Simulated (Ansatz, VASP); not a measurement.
# Two plane-wave programs on AlN

The input INCAR:

```
PREC = Accurate ; ENCUT = 520
EDIFF = 1E-7 ; ISMEAR = 0
SIGMA = 0.05 ; LREAL = False
LASPH = True ; NELM = 80
ALGO = Normal ; ISIF = 2
LWAVE = False ; LCHARG = False
GGA = CA ; IBRION = 2
NSW = 50 ; EDIFFG = -0.01
```

Contents of KPOINTS:

```
Automatic mesh
0
Gamma
  9 9 6
```

The input POSCAR:

```
AlN
1.0
    3.1195000000      0.0000000000      0.0000000000
   -1.5597500000      2.7015662471      0.0000000000
    0.0000000000      0.0000000000      5.5368000000
Al N
2 2
Direct
    0.3333333333      0.6666666667      0.0015210172
    0.6666666667      0.3333333333      0.5015210172
    0.3333333333      0.6666666667      0.3834789828
    0.6666666667      0.3333333333      0.8834789828
```

Input for Ansatz:

```yaml
crystal:
  lattice:
    - [3.1195, 0.0, 0.0]
    - [-1.55975, 2.7015662471, 0.0]
    - [0.0, 0.0, 5.5368]
  atoms:
    - { symbol: Al, position: [0.3333333333, 0.6666666667, 0.0015210172] }
    - { symbol: Al, position: [0.6666666667, 0.3333333333, 0.5015210172] }
    - { symbol: "N", position: [0.3333333333, 0.6666666667, 0.3834789828] }
    - { symbol: "N", position: [0.6666666667, 0.3333333333, 0.8834789828] }
basis:
  ecutwfc: 520.0
kpoints:
  mp_grid: { grid: [9, 9, 6] }
hamiltonian:
  xc: lda
  pseudopotentials: { kind: paw, azcp: { folder: soft_1 } }
scf:
  occupations: { method: gaussian, width: 0.05 }
output:
  forces: true
  stress: true
  eigenvalues: true
relax:
  adjacent_minimum: "off"
  f_tol: 0.01
  max_steps: 30
```

Alike in both runs: task relaxation of the atoms; functional LDA; k mesh 9 × 9 × 6; occupations gaussian, width 0.05 eV; no spin polarisation.

|  | VASP | Ansatz |
| --- | --- | --- |
| version | VASP 6.6.1 | Ansatz 0.2.0 |
| potentials or method | VASP PAW LDA potentials, release 64 (Al, N) | scalar-relativistic, plane waves, PAW |
| plane-wave cutoff (eV) | 520 | 520 |
| valence electrons in the cell | 16 | 16 |

```csv
,VASP,Ansatz,Ansatz less VASP
"gap on the k mesh at the Fermi level, each at its own relaxed structure (eV)",2.97,2.98,+0.008
energy change over the relaxation (meV/atom),-2,-1,+0.4
```

Ansatz warned: «pseudo_functional_mismatch».

Expect the measured gap to be larger: semilocal functionals such as LDA lack the derivative discontinuity.
